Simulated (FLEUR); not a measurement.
A run of FLEUR MaX-R8.1 (later development tree) is set up as follows.

File inp.xml:

```xml
<?xml version="1.0" encoding="UTF-8" standalone="no"?>
<fleurInput fleurInputVersion="0.39">
   <comment>
      TiSi                                                                                                
   </comment>
   <calculationSetup>
      <cutoffs Kmax="4.58" Gmax="14.2" GmaxXC="14.2" numbands="0"/>
      <scfLoop itmax="60" minDistance="0.00001" maxIterBroyd="15" imix="Anderson" alpha="0.05" precondParam="0.0" spinf="2.0" sdNocoIR="T"/>
      <coreElectrons ctail="T" frcor="F" kcrel="0" coretail_lmax="0"/>
      <xcFunctional name="vwn" relativisticCorrections="F"/>
      <magnetism jspins="1"/>
      <soc l_soc="F" theta="0.0" phi="0.0" spav="F"/>
      <expertModes spex="0" secvar="F"/>
      <geometryOptimization l_f="F" forcealpha="1.0" forcemix="BFGS" epsdisp="0.00001" epsforce="0.00001"/>
      <ldaU l_linMix="F" mixParam="0.05" spinf="1.0"/>
   </calculationSetup>
   <cell>
      <bzIntegration valenceElectrons="24.0" mode="hist" fermiSmearingEnergy="0.00183747">
         <kPointListSelection listName="default-1"/>
         <!-- k-points included here -->
         <xi:include xmlns:xi="http://www.w3.org/2001/XInclude" href="kpts.xml"> </xi:include>
      </bzIntegration>
      <!-- symmetry operations included here -->
      <xi:include xmlns:xi="http://www.w3.org/2001/XInclude" href="sym.xml"> </xi:include>
      <bulkLattice scale="1.0">
         <bravaisMatrix>
            <row-1>    3.4320790135237789    -4.0017293948799502     0.0000000000000000</row-1>
            <row-2>    3.4320790135237789     4.0017293948799502     0.0000000000000000</row-2>
            <row-3>    0.0000000000000000     0.0000000000000000     7.1883934560541762</row-3>
         </bravaisMatrix>
      </bulkLattice>
   </cell>
   <atomSpecies>
      <species name="Titanium (Ti)" element="Ti" atomicNumber="22">
         <mtSphere radius="2.42" gridPoints="811" logIncrement="0.015"/>
         <atomicCutoffs lmax="10" lnonsphr="10"/>
         <electronConfig flipSpins="F">
            <coreConfig>(1s1/2) (2s1/2) (2p1/2) (2p3/2)</coreConfig>
            <valenceConfig>(3s1/2) (3p1/2) (3p3/2) (4s1/2) (3d3/2) (3d5/2)</valenceConfig>
            <stateOccupation state="(3d3/2)" spinUp="0.400000" spinDown="0.400000"/>
            <stateOccupation state="(3d5/2)" spinUp="0.600000" spinDown="0.600000"/>
         </electronConfig>
         <energyParameters s="4" p="4" d="3" f="4"/>
         <lo type="SCLO" l="0" n="3" eDeriv="0"/>
         <lo type="SCLO" l="1" n="3" eDeriv="0"/>
         <lo type="SCLO" l="1" n="3" eDeriv="1"/>
         <lo type="SCLO" l="2" n="3" eDeriv="2"/>
         <lo type="SCLO" l="3" n="4" eDeriv="2"/>
      </species>
      <species name="Silicon (Si)" element="Si" atomicNumber="14">
         <mtSphere radius="2.14" gridPoints="715" logIncrement="0.016"/>
         <atomicCutoffs lmax="9" lnonsphr="9"/>
         <electronConfig flipSpins="F">
            <coreConfig>(1s1/2)</coreConfig>
            <valenceConfig>(2s1/2) (2p1/2) (2p3/2) (3s1/2) (3p1/2) (3p3/2)</valenceConfig>
            <stateOccupation state="(3p1/2)" spinUp="0.333333" spinDown="0.333333"/>
            <stateOccupation state="(3p3/2)" spinUp="0.666667" spinDown="0.666667"/>
         </electronConfig>
         <energyParameters s="3" p="3" d="3" f="4"/>
         <lo type="SCLO" l="0" n="2" eDeriv="0"/>
         <lo type="SCLO" l="1" n="2" eDeriv="0"/>
         <lo type="SCLO" l="2" n="3" eDeriv="2"/>
         <lo type="SCLO" l="3" n="4" eDeriv="2"/>
      </species>
   </atomSpecies>
   <atomGroups>
      <atomGroup species="Titanium (Ti)">
         <relPos label="                   1">1.000/2.000 1.000/2.000 .0000000000</relPos>
         <force calculate="T" relaxXYZ="TTT"/>
      </atomGroup>
      <atomGroup species="Silicon (Si)">
         <relPos label="                   2">.0000000000 .0000000000 1.000/2.000</relPos>
         <force calculate="T" relaxXYZ="TTT"/>
      </atomGroup>
   </atomGroups>
   <output dos="F" band="F" slice="F">
      <checks vchk="F" cdinf="F"/>
      <bandDOS minEnergy="-.5*Htr" maxEnergy="0.5*Htr" sigma="0.015" storeEVData="T"/>
      <vacuumDOS vacdos="F" integ="F" star="F" nstars="0" locx1="0.0" locy1="0.0" locx2="0.0" locy2="0.0" nstm="0" tworkf="0.0"/>
      <unfoldingBand unfoldBand="F" supercellX="1" supercellY="1" supercellZ="1"/>
      <plotting iplot="0" polar="F">
         <plot TwoD="T" vec1="  1.0  0.0  0.0" vec2="  0.0  1.0  0.0" vec3="  0.0  0.0  1.0" zero="  0.0  0.0  0.0" file="plot"/>
      </plotting>
      <chargeDensitySlicing numkpt="0" minEigenval="0.0" maxEigenval="0.0" nnne="0" pallst="F"/>
      <specialOutput eonly="F"/>
      <moessbauerParams electricFieldGradient="T" isomerShift="T" coreHyperfine="T" valenceHyperfine="T"/>
      <magneticCircularDichroism mcd="F" energyLo="-10.0" energyUp="0.0"/>
   </output>
  <!-- We include the file relax.xml here to enable relaxations (see documentation) -->
  <xi:include xmlns:xi="http://www.w3.org/2001/XInclude" href="relax.xml"> <xi:fallback/> </xi:include>
</fleurInput>
```

File crystal.txt:

```
TiSi
&input cartesian=F /
1.8161780000  -2.1176240000  0.0000000000
1.8161780000  2.1176240000  0.0000000000
0.0000000000  0.0000000000  3.8039340000
1.8897261246
1.0 1.0 1.0

2
22 0.5000000000  0.5000000000  0.0000000000
14 0.0000000000  0.0000000000  0.5000000000

&kpt div1=10 div2=10 div3=7 gamma=T /
```

Potentials or basis: all-electron, FLAPW.

Launch:

```sh
$ inpgen -f crystal.txt -profile fastHighL
$ # inp.xml edited to the form shown
$ fleur_MPI
```

(1) Estimate the band gap on the k mesh.

Answers

(1) none (metal or under the smearing width).
